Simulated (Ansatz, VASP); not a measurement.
**Two plane-wave programs on Cs**

Contents of INCAR:

```
SYSTEM = Cs
ALGO     = Normal         ! electronic algorithm
EDIFF    = 1E-6           ! SCF threshold, eV
ENCUT    = 520            ! plane-wave cutoff, eV
ISIF     = 2              ! what is computed and relaxed
ISMEAR   = 0              ! smearing method
LASPH    = .True.         ! aspherical terms in the spheres
LCHARG   = .False.        ! write CHGCAR
LREAL    = .False.        ! projectors in reciprocal space
LWAVE    = .False.        ! write WAVECAR
NBANDS   = 10             ! bands
NELM     = 100            ! most SCF steps
PREC     = Accurate       ! precision mode
SIGMA    = 0.15           ! smearing width, eV
```

Contents of KPOINTS:

```
k-points
0
Gamma
  12 12 12
  0 0 0
```

The input POSCAR:

```
Cs
1.0
   -2.9016000000      2.9016000000      3.0225000000
    2.9016000000     -2.9016000000      3.0225000000
    2.9016000000      2.9016000000     -3.0225000000
Cs
1
Direct
    0.0000000000      0.0000000000      0.0000000000
```

Input for Ansatz:

```yaml
crystal:
  lattice:
    - [-2.9016, 2.9016, 3.0225]
    - [2.9016, -2.9016, 3.0225]
    - [2.9016, 2.9016, -3.0225]
  atoms:
    - { symbol: Cs, position: [0.0, 0.0, 0.0] }
basis:
  ecutwfc: 420
kpoints:
  mp_grid: { grid: [12, 12, 12] }
hamiltonian:
  xc: lda
scf:
  occupations: { method: gaussian, width: 0.15 }
output:
  forces: true
  stress: true
  eigenvalues: true
```

Change from the starting cell: strain -0.040 along x and y, +0.000 along z, atoms carried along.

Alike in both runs: task single point; functional LDA; k mesh 12 × 12 × 12; occupations gaussian, width 0.15 eV; no spin polarisation.

|  | VASP | Ansatz |
| --- | --- | --- |
| version | VASP 6.6.1 | Ansatz 0.2.0 |
| potentials or method | VASP PAW LDA potentials, release 64 (Cs_sv) | scalar-relativistic, plane waves, PAW |
| plane-wave cutoff (eV) | 520 | 420 |
| valence electrons in the cell | 9 | 9 |

```tsv
	VASP	Ansatz	Ansatz less VASP
gap on the k mesh at the Fermi level (eV)	none	none	-
pressure (GPa)	-0.1	-0.1	+0.01
```

A gap of «none» marks a metal or a gap that the smearing closes.

Spin-orbit coupling is left out, which matters for the levels of Cs.
